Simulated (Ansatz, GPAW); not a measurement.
**Fitting the revPBE+D3(BJ) energy curve of BP**

Symmetry: F-43m, No. 216, cubic system. Conventional cell: a = 4.538 Å, b = 4.538 Å, c = 4.538 Å, α = 90.00°, β = 90.00°, γ = 90.00°. P (site symmetry -43m) is surrounded by 4 B at 1.97 Å. B (site symmetry -43m) is surrounded by 4 P at 1.97 Å.

The cell was scaled at fixed shape and fractions and run with Ansatz, Ansatz PAW, cutoff 420 eV; revPBE+D3(BJ), k mesh 10 × 10 × 10 on the cell of 2 atoms, fermi-dirac occupations of 0.05 eV, no spin polarisation, no spin-orbit coupling. The potentials were made for PBE. Energies are those that the program minimises, any entropy of the smearing included.

| V (Å³/atom) | energy over the lowest row (meV/atom) |
| --- | --- |
| 10.9807 | 4.16 |
| 11.2144 | 0.00 |
| 11.4480 | 1.27 |
| 11.6816 | 7.43 |
| 11.9153 | 18.07 |
| 12.1489 | ? |
| 12.3825 | 51.00 |

Question: Fit the third-order Birch-Murnaghan form, give V0, B0 and B′, and predict the energy left open.

Answer: With y = (V0/V)^(2/3), E = E0 + (9 V0 B0/16) [(y - 1)³ B′ + (y - 1)² (6 - 4y)]. Least squares through the rows shown give V0 = 11.2736 Å³/atom, E0 = -0.17 meV, B0 = 174.9 GPa (1 eV/Å³ = 160.218 GPa) and B′ = 3.82, with a largest miss of 0.01 meV. At V = 12.1489 the form with these constants gives 32.71 meV; the run gave 32.71 meV an atom. Other set-ups at this level, from all their volumes (Å³/atom, GPa): GPAW, the program's PAW data sets (release 1.2.1) made for this functional: V0 11.303, B0 175. Measured volume: 11.7 Å³/atom at 299.8 K (arxiv:1906.04101), so the fit lies -3.6 % from it. Measured modulus: 174 GPa at 300 K (arxiv:1901.06272), so the fit lies +0.5 % from it. The runs are for a static lattice.
